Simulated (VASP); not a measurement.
A run of VASP 6.6.1 is set up as follows.

INCAR

```
SYSTEM = KF
ALGO = Normal
EDIFF = 1E-7
EDIFFG = -0.01
ENCUT = 300
GGA = PE
IBRION = 2
ISIF = 2
ISMEAR = 0
LASPH = .True.
LCHARG = .False.
LREAL = .False.
LWAVE = .False.
NELM = 80
NSW = 40
PREC = Accurate
SIGMA = 0.03
```

File KPOINTS:

```
k-points
0
Gamma
  5 5 5
  0 0 0
```

Contents of POSCAR:

```
KF                                      
1.0
    0.0000000000      2.6127881120      2.6127881120
    2.6127881120      0.0000000000      2.6127881120
    2.6127881120      2.6127881120     -0.0000000000
  K               F             
     1     1
Direct
     0.0000000000000000    0.0000000000000000    1.0000000000000000
     0.5000000000000000    0.5000000000000000    0.5000000000000000
```

Potentials or basis: VASP PAW PBE potentials, release 64 (K_sv, F_s).

The run is started by

```sh
$ cat potpaw_PBE.64/K_sv/POTCAR potpaw_PBE.64/F_s/POTCAR > POTCAR
$ mpirun -np 1 vasp_std > vasp.out
```

Question: Estimate the band gap on the k mesh.

Answer: 6.54 eV, direct.

Final structure:
```
CELL_PARAMETERS angstrom
0.00000 2.61279 2.61279
2.61279 0.00000 2.61279
2.61279 2.61279 0.00000
ATOMIC_POSITIONS crystal
K 0.00000 0.00000 0.00000
F 0.50000 0.50000 0.50000
```

Caveat: the relaxation stopped at its first step, so nothing moved.
